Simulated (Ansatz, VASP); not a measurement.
**Rh in VASP and in Ansatz**

Contents of INCAR:

```
  ALGO = Normal
  EDIFF = 1E-7
  ENCUT = 520
  GGA = PE
  ISIF = 2
  ISMEAR = -1
  LASPH = True
  LCHARG = True
  LELF = True
  LREAL = False
  LVHAR = True
  LWAVE = False
  NBANDS = 14
  NELM = 60
  PREC = Accurate
  SIGMA = 0.05
```

Contents of KPOINTS:

```
k-points
0
Gamma
  17 17 17
```

POSCAR

```
Rh
1.0
    0.0000000000      1.8140109973      1.8140109973
    1.8140109973      0.0000000000      1.8140109973
    1.8140109973      1.8140109973      0.0000000000
Rh
1
Direct
    0.0000000000      0.0000000000      0.0000000000
```

Input for Ansatz:

```yaml
crystal:
  lattice:
    - [0.0, 1.8140109973, 1.8140109973]
    - [1.8140109973, 0.0, 1.8140109973]
    - [1.8140109973, 1.8140109973, 0.0]
  atoms:
    - { symbol: Rh, position: [0.0, 0.0, 0.0] }
kpoints:
  mp_grid: { grid: [17, 17, 17] }
scf:
  occupations: { method: fermi_dirac, width: 0.05 }
hamiltonian:
  xc: pbe
  pseudopotentials: { kind: all_electron, lapw: { basis_error: 0.001 } }
output:
  forces: true
  stress: true
  eigenvalues: true
  populations: true
```

Change from the starting cell: volume scaled by 0.85, LAPW.

Alike in both runs: task single point; functional PBE; k mesh 17 × 17 × 17; occupations fermi-dirac, width 0.05 eV; no spin polarisation.

```csv
,VASP,Ansatz
version,VASP 6.6.1,Ansatz 0.2.0
potentials or method,"VASP PAW PBE potentials, release 64 (Rh_pv)","all-electron LAPW, scalar-relativistic"
plane-wave cutoff (eV),520,see its input
```

|  | VASP | Ansatz | Ansatz less VASP |
| --- | --- | --- | --- |
| pressure (GPa) | 63.4 | 63.2 | -0.20 |

Ansatz ran all-electron here, so the differences hold the error of VASP's frozen core and of both bases.

Caveats: the cell as given lies far from equilibrium; so large a pressure means that the cell lies far from this level's equilibrium, or that cutoff or potentials fall short (VASP).
